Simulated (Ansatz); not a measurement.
Correlation energies of C$_{4}$H$_{6}$O (`C=CC(C)=O`) by basis set

```xyz
11

C     0.1540    0.0317   -1.6551
C     0.9621   -0.1746   -0.6211
C     0.5446   -0.1433    0.7997
C    -0.8959    0.1409    1.1332
O     1.3655   -0.3455    1.6666
H     0.5212   -0.0045   -2.6742
H    -0.9015    0.2441   -1.5256
H     2.0172   -0.3863   -0.7648
H    -1.5537   -0.6018    0.6748
H    -1.0193    0.1182    2.2139
H    -1.1942    1.1212    0.7528
```

Total charge 0; spin multiplicity 1. The geometry is a stationary point of PBE0-D4/def2-TZVP. It is one conformer, not always the lowest. Frozen core, restricted reference, the Gaussian-basis code of Ansatz. CBS rows extrapolate triple and quadruple zeta; past MP2 they add the triple-zeta difference.

```tsv
basis	HF (Eh)	MP2 corr.	CCSD corr.	(T)	CCSD(T) total
def2-SVP	-229.63338	?	-0.75914	-0.02651	?
def2-TZVPP	?	-0.87852	-0.91132	?	?
def2-QZVPP	-229.90908	-0.93850	–	–	–
CBS(def2)	-229.91052	?	-1.01572	as TZ	?
```

(1) Fill in the withheld values. (Estimate.)

Answers

(1) Computed: def2-SVP MP2 corr.: -0.71444; def2-SVP CCSD(T) total: -230.41903; def2-TZVPP HF (Eh): -229.89858; def2-TZVPP (T): -0.04088; def2-TZVPP CCSD(T) total: -230.85078; CBS(def2) MP2 corr.: -0.98292; CBS(def2) CCSD(T) total: -230.96712.
